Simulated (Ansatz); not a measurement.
# Energy landscape near a PtS2 structure

Level of theory: Ansatz, DFT PBE, scalar-relativistic, plane waves, PAW.

Cutoff 420 eV; k points 12×12×8 on the computed 3-atom cell (Γ-centred); Gaussian smearing, width 0.05 eV; no spin polarisation.

Reference cell:

```
CELL_PARAMETERS angstrom
3.54320 0.00000 0.00000
-1.77160 3.06850 0.00000
0.00000 0.00000 5.03880
ATOMIC_POSITIONS crystal
Pt 0.00000 0.00000 0.00000
S 0.33333 0.66667 0.25000
S 0.66667 0.33333 0.75000
```

Each variant moves atoms of this cell by the vectors given, if any (Å), and then applies a symmetric strain (tensor components, Cartesian axes). The reference cell isn't relaxed at this level. Energies are per atom at zero smearing, counted from the lowest variant. Pressure is positive in compression.

1. strain (xx yy zz yz xz xy, %) 0.39 0.39 6.39 0.00 0.00 0.00; moves: S2 (0.000, 0.000, -0.306); S3 (0.000, 0.000, 0.306)
2. strain (xx yy zz yz xz xy, %) 1.64 1.64 -7.36 0.00 0.00 0.00; moves: S2 (0.000, 0.000, 0.306); S3 (0.000, 0.000, -0.306)
3. strain (xx yy zz yz xz xy, %) -2.15 -8.21 3.72 4.82 0.00 0.00; moves: Pt1 (0.000, -0.123, 0.165); S2 (0.000, 0.143, 0.152); S3 (0.000, -0.020, -0.318)
4. strain (xx yy zz yz xz xy, %) 4.64 3.93 3.86 0.02 0.06 0.02; moves: Pt1 (-0.136, -0.006, -0.059); S2 (0.058, -0.119, -0.019); S3 (0.078, 0.125, 0.078)
5. strain (xx yy zz yz xz xy, %) 0.39 0.39 1.89 0.00 0.00 0.00; moves: Pt1 (0.000, 0.000, 0.209); S2 (0.000, 0.000, -0.075); S3 (0.000, 0.000, -0.135)
6. strain (xx yy zz yz xz xy, %) -3.07 -3.07 -0.07 0.00 0.00 0.00; moves: S2 (0.000, 0.000, -0.184); S3 (0.000, 0.000, 0.184)

```tsv
result	ΔE (meV/atom)	P (GPa)	largest force (eV/Å)	gap on mesh (eV)
A	361.0	5.04	3.81	0
B	148.9	34.77	3.63	1.11
C	116.9	1.26	4.81	0
D	37.5	20.72	3.14	1.11
E	80.9	-9.23	2.40	0
F	0.0	-5.32	2.42	0.44
```

(1) Which variant gave which result?

Spin-orbit coupling is left out, which matters for the bands of heavy elements.

## Answers

(1) A is 3, B is 6, C is 5, D is 1, E is 2, F is 4.